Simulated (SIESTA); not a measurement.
Crystal: Sn.

```
CELL_PARAMETERS angstrom
0.00000 3.23334 3.23334
3.23334 0.00000 3.23334
3.23334 3.23334 0.00000
ATOMIC_POSITIONS crystal
Sn 0.75000 0.75000 0.75000
Sn 0.50000 0.50000 0.50000
```

This isn't the form of Sn at room conditions, which is tetragonal (white tin).

Program: SIESTA 5.4.2. Alike in all runs: no spin polarisation; cell as given; k mesh 7 × 7 × 7; smearing fermi-dirac 0.05 eV; grid cutoff 500 Ry.

Problem. Order these runs on this cell by their pressure, lowest first.
A. level PBEsol; potentials or basis PseudoDojo 0.4 standard (PBEsol files), DZP (energy shift 0.003 Ry; two zetas on semicore shells); energy shift 0.003 Ry
B. level LDA; potentials or basis PseudoDojo 0.4 standard (LDA files), DZP (energy shift 0.003 Ry; two zetas on semicore shells); energy shift 0.003 Ry
C. level PBE; potentials or basis PseudoDojo 0.4 standard (PBE files), DZP (energy shift 0.002 Ry); energy shift 0.002 Ry

Solution. B (0.4 GPa), A (1.9 GPa), C (4.8 GPa).

Caveats: the basis of atomic orbitals isn't converged, which shifts pressures, moduli and gaps; semicore shells carry a single zeta, which can move pressures by several GPa and volumes by a few percent (some runs).

Not every run made on this cell is shown here.
